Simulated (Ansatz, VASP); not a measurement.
# AlN in VASP and in Ansatz

```
CELL_PARAMETERS angstrom
3.01129 0.00000 0.00000
-1.50564 2.60785 0.00000
0.00000 0.00000 4.77148
ATOMIC_POSITIONS crystal
Al 0.33333 0.66667 0.99548
Al 0.66667 0.33333 0.49548
N 0.33333 0.66667 0.38052
N 0.66667 0.33333 0.88052
```

Alike in both runs: functional PBE; k mesh 13 × 13 × 7; occupations fermi-dirac, width 0.05 eV; no spin polarisation.

Ansatz relaxed the structure, and its values are those at the end. VASP's run is a single point on that final structure, the one shown.

```csv
,VASP,Ansatz
version,VASP 6.6.1,Ansatz 0.2.0
potentials or method,"VASP PAW PBE potentials, release 64 (Al, N)","PAW with Ansatz's default frozen-core files, scalar-relativistic"
plane-wave cutoff (eV),520,420
valence electrons in the cell,16,16
```

```tsv
	VASP	Ansatz	Ansatz less VASP
gap on the k mesh at the Fermi level (eV)	5.11	5.10	-0.017
```

Caveats: an odd mesh through Γ misses points on the zone boundary, where band edges often lie. Expect the measured gap to be larger: semilocal functionals such as PBE lack the derivative discontinuity.
